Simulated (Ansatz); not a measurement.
Below is a relaxed structure of BaZrO₃. The cell was found from a structure generator's guess, not taken from experiment.

Level of theory: DFT PBE, scalar-relativistic, plane waves, PAW (Ansatz 0.2.0). Cutoff 420 eV, Γ-centred mesh, Gaussian smearing, collinear spin.

```xyz
5
Lattice="6.0993 0.0000 0.0000 0.0000 6.0993 0.0000 0.0000 0.0000 5.0607" Properties=species:S:1:pos:R:3 pbc="T T T"
Ba    0.0000    0.0000    0.0000
Zr    3.0497    3.0497    0.0000
O     0.0000    0.0000    2.5303
O     3.0497    3.0497    3.1934
O     3.0497    3.0497    1.8673
```

The zero of energy is the elements' standard structures at the same level (O₂ as a molecule); no fitted shifts are applied.

Question: What space group does it have?

Answer: P4/mmm (No. 123). Conventional cell: a = 6.099 Å, c = 5.061 Å. Ba is surrounded by 2 O at 2.53 Å; around Zr lie 2 O at 1.87 Å; O on a site of symmetry 4/mmm has 2 Ba at 2.53 Å; O on a site of symmetry 4mm is surrounded by 1 O at 1.33 Å and 1 Zr at 1.87 Å.

Question: What is its formation energy per atom?

Answer: −0.61 eV/atom.

Question: Is it a metal?

Answer: Yes, bands cross the Fermi level on the 6×6×8 mesh.

Question: Which magnetic moments does it keep?

Answer: 0.17 μB per atom net, the space between the atoms included; by site: Zr 0.1; O 0.4 μB.

The last run used collinear spin, a 6×6×8 mesh (in the run's order of axes) for its 5-atom cell and Gaussian smearing of 0.10 eV. The magnetic state reached may not be the lowest. Symmetry constrained the relaxation, so the result can be a saddle point. Another cell of BaZrO3 relaxed alike but without spin, in I4/mcm (a Materials Project cell), lies 2.68 eV/atom lower, so this cell isn't the stable form at this level.
